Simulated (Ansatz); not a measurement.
Entries from a set of simulations; values are calculated unless marked as measured.

**CdSe (Cadmoselite): spin-orbit coupling beyond the local functionals**

The structure is hexagonal, space group P6_3mc (No. 186). The conventional cell has a = 4.300 Å, b = 4.300 Å, c = 7.020 Å, α = 90.00°, β = 90.00°, γ = 120.00°. Nearest to Cd lie 4 Se at 2.61 to 2.70 Å. Nearest to Se lie 4 Cd at 2.61 to 2.70 Å. Farther neighbours and most contacts between anions are not listed.

```
Cd Se
1.0
     4.30000    0.00000    0.00000
    -2.15000    3.72391    0.00000
     0.00000    0.00000    7.02000
Cd Se
2 2
Cartesian
  0.0000 2.4826 0.0000
  2.1500 1.2413 3.5100
  0.0000 2.4826 2.7027
  2.1500 1.2413 6.2127
```

```
method              : DFT, HSE06 with spin-orbit coupling, plane waves, PAW (and 1 further level or step)
program             : Ansatz 0.2.0
settings of one run : cutoff 420 eV, 6×6×2 k-mesh, smearing width 0.02 eV, default PAW
cost                : 2 runs, 2.2 min in all on 1 × NVIDIA H100 80GB HBM3 (shared by 6 runs) with 3 threads of AMD EPYC 7R13 (Zen 3), shared host (the runs of this entry)
notes               : The database entry behind the starting cell differs from later determinations by our own check (inner coordinate of an old entry). The cell and positions come from the Crystallography Open Database and are kept as given unless a step says otherwise.
HSE06               : 1.65 eV
HSE06+SOC           : 1.51 eV
```

Spin-orbit coupling changes the gap by −0.14 eV and the least direct gap by −0.14 eV.

[Paths, hosts, dates, memory and timing lines, banners, echoed tables and standing remarks are left out of the program output.]

[Logs are printed without paths, hosts, clocks, repeated set-up lines and the standing remarks that a program may print on its own settings, such as how far it seeks lower states.]

[Runs of the session that timed out or met a known fault of the program may be left out.]

[Cells called generated may have been cut or substituted from an entry of the Crystallography Open Database or the Materials Project.]

[Hosts, paths, dates, database ids (printed as entryN), source tags and the programs' standing remarks are cut or masked in the printed files.]
